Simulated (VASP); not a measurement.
Input of a VASP 6.6.1 run:

Contents of INCAR:

```
PREC     = Accurate       # precision mode
ENCUT    = 600            # plane-wave cutoff, eV
EDIFF    = 1E-6           # SCF threshold, eV
ISMEAR   = -1             # smearing method
SIGMA    = 0.05           # smearing width, eV
LREAL    = F              # projectors in reciprocal space
LASPH    = T              # aspherical terms in the spheres
NELM     = 60             # most SCF steps
ALGO     = Normal         # electronic algorithm
ISIF     = 3              # what is computed and relaxed
LWAVE    = F              # write WAVECAR
LCHARG   = F              # write CHGCAR
GGA      = PE             # functional
IBRION   = 2              # ionic algorithm
NSW      = 40             # ionic steps
EDIFFG   = -0.02          # ionic threshold
```

The input KPOINTS:

```
Automatic mesh
0
Gamma
  9 9 9
```

The input POSCAR:

```
AlRu
1.0
    2.9916000000      0.0000000000      0.0000000000
    0.0000000000      2.9916000000      0.0000000000
    0.0000000000      0.0000000000      2.9916000000
Ru Al
1 1
Direct
    0.5000000000      0.5000000000      0.5000000000
    0.0000000000      0.0000000000      0.0000000000
```

Potentials or basis: VASP PAW PBE potentials, release 64 (Ru_pv, Al).

The run is started by

```console
$ cat potpaw_PBE.64/Ru_pv/POTCAR potpaw_PBE.64/Al/POTCAR > POTCAR
$ mpirun -np 1 vasp_std > vasp.out
```

Predict the relaxed volume.

13.55 Å³/atom.

Predict the band gap on the k mesh.

none (metal or under the smearing width).

Estimate the relaxed cell.

a = 3.003 Å, b = 3.003 Å, c = 3.003 Å, α = 90.00°, β = 90.00°, γ = 90.00°.

Estimate the space group after relaxing (to 0.05 Å).

Pm-3m (No. 221).

The path:
| step | energy change (eV) | largest force (eV/Å) | pressure (GPa) | volume (Å³) |
| --- | --- | --- | --- | --- |
| 1 | 0.0000 | 0.0000 | 2.49 | 26.77 |
| 2 | 0.0032 | 0.0000 | -3.59 | 27.59 |
| 3 | -0.0024 | 0.0000 | -0.02 | 27.09 |

PBE usually gives volumes a little too large and moduli too small. Zero-point motion and thermal expansion aren't in these numbers.
